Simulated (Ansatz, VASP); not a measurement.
La in VASP and in Ansatz

```
La
1.0
     4.24766    0.00000    0.00000
     0.00000    4.24766    0.00000
     0.00000    0.00000    4.24766
La
2
Direct
  0.00000 0.00000 0.00000
  0.50000 0.50000 0.50000
```

Alike in both runs: functional LDA; k mesh 6 × 6 × 6; occupations fermi-dirac, width 0.1 eV; no spin polarisation.

```csv
,VASP,Ansatz
version,VASP 6.6.1,Ansatz 0.2.0
potentials or method,"VASP PAW LDA potentials, release 64 (La), cutoff 520 eV","all-electron LAPW, scalar-relativistic"
task,single point,band structure
```

|  | VASP | Ansatz | Ansatz less VASP |
| --- | --- | --- | --- |
| gap on the k mesh at the Fermi level (eV) | none | none | - |
| pressure (GPa) | -3.5 | -3.5 | +0.07 |

A gap of «none» marks a metal or a gap that the smearing closes. Ansatz ran all-electron here, so the differences hold the error of VASP's frozen core and of both bases.

Caveats: the k mesh is thin for a metal, which can move the energy by tens of meV per atom (Ansatz); spin-orbit coupling is left out, which moves the levels of the heavy elements (Ansatz). Spin-orbit coupling is left out, which matters for the levels of La.
